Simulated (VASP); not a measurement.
**VASP 6.6.1 run: CdS**

INCAR

```
PREC = Accurate
IMIX = 1
ENCUT = 520
NELM = 120
NBANDS = 16
AMIX = 0.1
GGA = PE
ISIF = 2
ISMEAR = -1
LCHARG = .FALSE.
LREAL = .FALSE.
LWAVE = .FALSE.
EDIFF = 1E-7
IBRION = -1
SIGMA = 0.02
NSW = 0
LASPH = .TRUE.
```

KPOINTS

```
KPOINTS created by Atomic Simulation Environment
0
Gamma
8 8 8
0 0 0
```

POSCAR

```
Cd S
 1.0000000000000000
     0.0000000000000000    3.0567834368000000    3.0567834368000000
     3.0567834368000000    0.0000000000000000    3.0567834368000000
     3.0567834368000000    3.0567834368000000    0.0000000000000000
 Cd  S
   1   1
Cartesian
  0.0000000000000000  0.0000000000000000  0.0000000000000000
  1.5283917183999998  1.5283917183999998  1.5283917183999998
```

The recommended PBE PAW datasets give the neutral cell 18 valence electrons.

Command

```
mpirun -np 1 vasp_std
```

OSZICAR

```
N       E                     dE             d eps       ncg     rms          rms(c)
DAV:   1     0.111678396268E+03    0.11168E+03   -0.88889E+03   928   0.101E+03
DAV:   2    -0.196967858616E+01   -0.11365E+03   -0.10673E+03  1128   0.253E+02
DAV:   3    -0.663854570428E+01   -0.46689E+01   -0.46589E+01  1144   0.529E+01
DAV:   4    -0.666853687035E+01   -0.29991E-01   -0.29988E-01  1208   0.421E+00
DAV:   5    -0.666896602303E+01   -0.42915E-03   -0.42914E-03  1144   0.471E-01    0.607E+00
DAV:   6    -0.645268132618E+01    0.21628E+00   -0.58380E-02  1384   0.265E+00    0.574E+00
DAV:   7    -0.631713467925E+01    0.13555E+00   -0.49366E-02  1216   0.196E+00    0.540E+00
DAV:   8    -0.623280251239E+01    0.84332E-01   -0.29034E-02  1248   0.141E+00    0.508E+00
DAV:   9    -0.617984686196E+01    0.52956E-01   -0.15905E-02  1160   0.103E+00    0.473E+00
DAV:  10    -0.614635907901E+01    0.33488E-01   -0.10248E-02  1216   0.782E-01    0.439E+00
...
DAV:  68    -0.608591836705E+01   -0.30760E-06   -0.18609E-08   840   0.894E-04    0.734E-03
DAV:  69    -0.608591863408E+01   -0.26704E-06   -0.16071E-08   872   0.823E-04    0.664E-03
DAV:  70    -0.608591886584E+01   -0.23176E-06   -0.13861E-08   840   0.759E-04    0.602E-03
DAV:  71    -0.608591906692E+01   -0.20107E-06   -0.11970E-08   880   0.699E-04    0.546E-03
DAV:  72    -0.608591924134E+01   -0.17443E-06   -0.10330E-08   832   0.644E-04    0.496E-03
DAV:  73    -0.608591939258E+01   -0.15124E-06   -0.89254E-09   808   0.594E-04    0.451E-03
DAV:  74    -0.608591952366E+01   -0.13108E-06   -0.77046E-09   808   0.548E-04    0.410E-03
DAV:  75    -0.608591963732E+01   -0.11366E-06   -0.66654E-09   712   0.505E-04    0.374E-03
DAV:  76    -0.608591973572E+01   -0.98398E-07   -0.57590E-09   744   0.467E-04
   1 F= -.60859197E+01 E0= -.60859197E+01  d E =-.300664E-10
```

Standard output (part)

```
POSCAR found type information on POSCAR CdS
 POSCAR found :  2 types and       2 ions
 LDA part: xc-table for (Slater+PW92), standard interpolation
 POSCAR, INCAR and KPOINTS ok, starting setup
 WAVECAR not read
 entering main loop
```

From OUTCAR

```
k-points           NKPTS =     29   k-points in BZ     NKDIM =     29   number of bands    NBANDS=     16

   NELECT =      18.0000    total number of electrons

   dimension x,y,z NGX =    32 NGY =   32 NGZ =   32
   dimension x,y,z NGXF=    64 NGYF=   64 NGZF=   64

  energy-cutoff  :      520.00
  volume of cell :       57.12
      direct lattice vectors                 reciprocal lattice vectors
     0.000000000  3.056783437  3.056783437    -0.163570632  0.163570632  0.163570632
     3.056783437  0.000000000  3.056783437     0.163570632 -0.163570632  0.163570632
     3.056783437  3.056783437  0.000000000     0.163570632  0.163570632 -0.163570632

 k-points in reciprocal lattice and weights: KPOINTS created by Atomic Simulation Env
   0.00000000  0.00000000  0.00000000       0.002
   0.12500000  0.00000000  0.00000000       0.016
   0.25000000  0.00000000  0.00000000       0.016
   0.37500000  0.00000000  0.00000000       0.016
   0.50000000  0.00000000  0.00000000       0.008
   0.12500000  0.12500000  0.00000000       0.012
   0.25000000  0.12500000  0.00000000       0.047
   0.37500000  0.12500000  0.00000000       0.047
   ...

 E-fermi :   0.5963

 k-point     1 :       0.0000    0.0000    0.0000
  band No.  band energies     occupation
      1     -11.3924      2.00000
      2      -7.1184      2.00000
      3      -7.1184      2.00000
      4      -7.1184      2.00000
      5      -6.8061      2.00000
      6      -6.8061      2.00000
      7       0.2175      2.00000
      8       0.2175      2.00000
      9       0.2175      2.00000
     10       1.0473      0.00000
     11       6.7408      0.00000
     12       6.7408      0.00000
     13       6.7408      0.00000
     14      10.8757      0.00000
     15      11.4596      0.00000
     16      11.4596      0.00000

 k-point     2 :       0.1250    0.0000    0.0000
  band No.  band energies     occupation
      1     -11.3476      2.00000
      2      -7.1032      2.00000
      3      -7.1032      2.00000
      4      -7.0719      2.00000
      5      -6.8065      2.00000
      6      -6.8065      2.00000
      7      -0.7277      2.00000
      8       0.1256      2.00000
      9       0.1256      2.00000
     10       1.8762      0.00000
     11       6.4471      0.00000
     12       6.9058      0.00000
     13       6.9058      0.00000
     14      10.9158      0.00000
     15      10.9158      0.00000
     16      11.5453      0.00000

 k-point     3 :       0.2500    0.0000    0.0000
  band No.  band energies     occupation
      1     -11.2392      2.00000
      2      -7.0705      2.00000
      3      -7.0705      2.00000
      4      -6.9204      2.00000
      5      -6.8027      2.00000
      6      -6.8027      2.00000
      7      -1.9622      2.00000
      8      -0.0830      2.00000
      9      -0.0830      2.00000
     10       2.6687      0.00000
     11       6.3307      0.00000
     12       7.1711      0.00000
     13       7.1711      0.00000
     14      10.6881      0.00000
     15      10.6881      0.00000
     16      11.1724      0.00000

 ...

  Total       -1.3624135     -1.3624135     -1.3624135      0.0000000      0.0000000      0.0000000
  in kB      -38.2116243    -38.2116243    -38.2116243      0.0000000      0.0000000      0.0000000
  external PRESSURE =     -38.2116243 kB  Pullay stress =       0.0000000 kB

 POSITION                                       TOTAL-FORCE (eV/Angst)
 -----------------------------------------------------------------------------------
      0.00000      0.00000      0.00000        -0.000000     -0.000000     -0.000000
      1.52839      1.52839      1.52839         0.000000      0.000000      0.000000
 -----------------------------------------------------------------------------------
    total drift:                               -0.000001     -0.000001     -0.000000

  FREE ENERGIE OF THE ION-ELECTRON SYSTEM (eV)
  ---------------------------------------------------
  free  energy   TOTEN  =        -6.0859197357 eV

  energy  without entropy=       -6.0859197357  energy(sigma->0) =       -6.08591974
```

It converged. Results: gap between bands v and c on the k mesh 0.83 eV; least direct gap on the k mesh 0.83 eV; pressure -3.8 GPa. Band v is the last that the valence electrons fill when counted band by band, and c is the next.

For comparison, a separate PBE run of the intended cell, on usual settings and not on those above, gives a gap of 0.83 eV on its mesh and a pressure of -3.8 GPa.

The run above took about 98 s on one core of a shared host (Intel Xeon Platinum 8488C) and held 0.18 GiB at most.
